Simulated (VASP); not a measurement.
# TiO₂: convergence, transport in the constant relaxation-time approximation

TiO₂, I4_1/amd (no. 141), 6 atoms in the cell. PBE, Boltzmann transport, constant relaxation time; PAW potentials Ti_sv, O (PBE set). VASP 6.6.1.

Wanted: electron mobility at 300 K within 4 %; hole mobility at 300 K within 4 %; Seebeck coefficient under electron doping at 300 K within 3 %; Seebeck coefficient under hole doping at 300 K within 3 %.

POSCAR:
```
TiO2
1.0
   -1.8921000000      1.8921000000      4.7573000000
    1.8921000000     -1.8921000000      4.7573000000
    1.8921000000      1.8921000000     -4.7573000000
Ti O
2 4
Direct
    0.7500000000      0.2500000000      0.5000000000
    0.0000000000      0.0000000000      0.0000000000
    0.7919000000      0.7919000000      0.0000000000
    0.5419000000      0.0419000000      0.5000000000
    0.9581000000      0.4581000000      0.5000000000
    0.2081000000      0.2081000000      0.0000000000
```

The series start from Dense mesh (KPOINTS_ELPH): 24x24x24; TRANSPORT_NEDOS: 2001; Mesh of the SCF: 7x7x7; Cutoff ENCUT (eV): 520; ELPH_NBANDS: 8 empty; ELPH_ISMEAR: -24; PREC: Accurate; KPAR: 4. Each series keeps the choices made before it, and each single choice may use up half of a tolerance.

## Dense mesh (KPOINTS_ELPH)

| Dense mesh (KPOINTS_ELPH) | Electron mobility at 300 K (cm^2/(V s)) | Hole mobility at 300 K (cm^2/(V s)) | Seebeck coefficient under electron doping at 300 K (uV/K) | Seebeck coefficient under hole doping at 300 K (uV/K) | SCF iterations | Time (s) |
|---|---|---|---|---|---|---|
| 10x10x10 | 59.34 | 9.53 | -609.2 | 872.2 | 18 | 93 |
| 14x14x14 | 67.87 | 8.97 | -642.6 | 867.7 | 18 | 168 |
| 19x19x19 | 65.59 | 8.5 | -649.7 | 868.9 | 18 | 353 |
| 24x24x24 (reference) | 59.21 | 8.34 | -650.7 | 869.8 | 18 | 612 |

Chosen: 24x24x24; the next looser run is off by more than half of the tolerance, so convergence isn't shown beyond this value.

## TRANSPORT_NEDOS

| TRANSPORT_NEDOS | Electron mobility at 300 K (cm^2/(V s)) | Hole mobility at 300 K (cm^2/(V s)) | Seebeck coefficient under electron doping at 300 K (uV/K) | Seebeck coefficient under hole doping at 300 K (uV/K) | SCF iterations | Time (s) |
|---|---|---|---|---|---|---|
| 51 | 61.32 | 11.9 | -605.6 | 647.5 | 18 | 822 |
| 101 | 59.8 | 8.2 | -630.3 | 764.5 | 18 | 619 |
| 201 | 59.63 | 8.56 | -643.6 | 815.3 | 18 | 598 |
| 501 | 59.29 | 8.47 | -649.4 | 851.5 | 18 | 629 |
| 1001 | 59.23 | 8.32 | -650.3 | 866.2 | 18 | 670 |
| 2001 | 59.21 | 8.34 | -650.7 | 869.8 | 18 | 612 |
| 5001 (reference) | 59.2 | 8.34 | -650.8 | 872.2 | 18 | 754 |

Chosen: 1001, the loosest value from which every tighter one stays within half of the tolerance.

## All choices together

| Input | Electron mobility at 300 K (cm^2/(V s)) | Hole mobility at 300 K (cm^2/(V s)) | Seebeck coefficient under electron doping at 300 K (uV/K) | Seebeck coefficient under hole doping at 300 K (uV/K) | Time (s) |
|---|---|---|---|---|---|
| defaults, no KPOINTS_ELPH (naive) | crashed | crashed | crashed | crashed | 15 |
| chosen settings | 59.23 | 8.32 | -650.3 | 866.2 | 670 |
| reference settings throughout | 59.2 | 8.34 | -650.8 | 872.2 | 754 |

The chosen settings stay within the tolerance of the reference run, but the reference itself isn't shown to be converged in: Dense mesh (KPOINTS_ELPH), Mesh of the SCF, Cutoff ENCUT (eV), ELPH_NBANDS, ELPH_ISMEAR.

## The input

INCAR:
```
  ALGO = Normal
  EDIFF = 1E-8
  EFERMI = MIDGAP
  ELPH_FERMI_NEDOS = 1001
  ELPH_ISMEAR = -24
  ELPH_MODE = TRANSPORT
  ELPH_NBANDS = 32
  ELPH_SCATTERING_APPROX = CRTA
  ELPH_SELFEN_CARRIER_DEN = -1e20 -1e19 -1e18 -1e17 1e17 1e18 1e19 1e20
  ELPH_SELFEN_TEMPS = 150 300 450 600
  ENCUT = 520
  GGA = PE
  ISMEAR = 0
  KPAR = 4
  LASPH = T
  LCHARG = F
  LREAL = F
  LWAVE = F
  NELM = 100
  PREC = Accurate
  SIGMA = 0.01
  TRANSPORT_NEDOS = 1001
  TRANSPORT_RELAXATION_TIME = 1E-14
```

KPOINTS:
```
Automatic mesh
0
Gamma
  7 7 7
  0 0 0
```

KPOINTS_ELPH:
```
Automatic mesh
0
Gamma
  24 24 24
  0 0 0
```

Commands:
```
cat potpaw_PBE.64/Ti_sv/POTCAR potpaw_PBE.64/O/POTCAR > POTCAR
mpirun -np 4 vasp_std > vasp.out
```

Limits: Conductivity, mobility and heat conductivity scale with the typed relaxation time, here the same at all temperatures, so the change of scattering with temperature is missing; mobilities and Seebeck coefficients hold at 1e+17 electrons or 1e+17 holes per cm3, the lowest densities typed.

The chosen input took VASP 6.6.1 670 s on 4 cores (Intel Xeon Platinum 8488C (Sapphire Rapids)), a shared host.

## An input that fails: too few points on the energy grid

It runs to its end, but against the unchanged starting input it is off by 37 % in the electron mobility at 300 K, 1468 % in the hole mobility at 300 K, 60 % in the Seebeck coefficient under electron doping at 300 K, 70 % in the Seebeck coefficient under hole doping at 300 K.

Changes against the starting input:
```
- TRANSPORT_NEDOS = 2001
- ELPH_FERMI_NEDOS = 2001
+ TRANSPORT_NEDOS = 5
+ ELPH_FERMI_NEDOS = 5
```
